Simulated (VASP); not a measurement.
The system is NaCl.

```xyz
2
Lattice="0.0000 2.7941 2.7941 2.7941 0.0000 2.7941 2.7941 2.7941 0.0000" Properties=species:S:1:pos:R:3 pbc="T T T"
Cl    2.7941    2.7941    2.7941
Na    0.0000    0.0000    0.0000
```

The cell is a database's computed one.

Base run:

```yaml
Program: VASP 6.6.1
Functional: LDA
Potentials_or_basis: VASP PAW LDA potentials, release 64 (Cl, Na_pv)
Cutoff: 520 eV
k_mesh: 8 × 8 × 8
Occupations: gaussian, width 0.02 eV
Spin: no spin polarisation
```

Its results: band gap on the k mesh 4.80 eV, direct.

Task: The run is repeated on the same cell with these changes: functional from LDA to PBEsol; potentials or basis from VASP PAW LDA potentials, release 64 (Cl, Na_pv) to VASP PAW PBE potentials, release 64 (Cl, Na_pv). What comes out?

Result: Band gap on the k mesh 5.03 eV, direct.
